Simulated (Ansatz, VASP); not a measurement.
# One calculation of SiC, two programs

```
CELL_PARAMETERS angstrom
0.00000 2.08037 2.13512
2.08037 0.00000 2.13512
2.08037 2.08037 0.00000
ATOMIC_POSITIONS crystal
Si 0.00000 0.00000 0.00000
C 0.75000 0.75000 0.75000
```

Change from the starting cell: strain -0.050 along x and y, -0.025 along z, atoms carried along.

Alike in both runs: task single point; functional PBE; k mesh 10 × 10 × 10; occupations gaussian, width 0.05 eV; no spin polarisation.

|  | VASP | Ansatz |
| --- | --- | --- |
| version | VASP 6.6.1 | Ansatz 0.2.0 |
| potentials or method | VASP PAW PBE potentials, release 64 (Si, C) | scalar-relativistic, plane waves, PAW |
| plane-wave cutoff (eV) | 520 | 420 |
| valence electrons in the cell | 8 | 8 |

|  | VASP | Ansatz | Ansatz less VASP |
| --- | --- | --- | --- |
| gap on the k mesh at the Fermi level (eV) | 1.10 | 1.10 | +0.004 |
| least direct gap on the mesh (eV) | 4.61 | 4.62 | +0.007 |
| pressure (GPa) | 34.6 | 34.8 | +0.14 |
| largest component of the traceless stress (GPa) | 4.73 | 4.71 | -0.017 |

Caveats: so large a pressure means that the cell lies far from this level's equilibrium, or that cutoff or potentials fall short (VASP). A k mesh can miss the band edges.
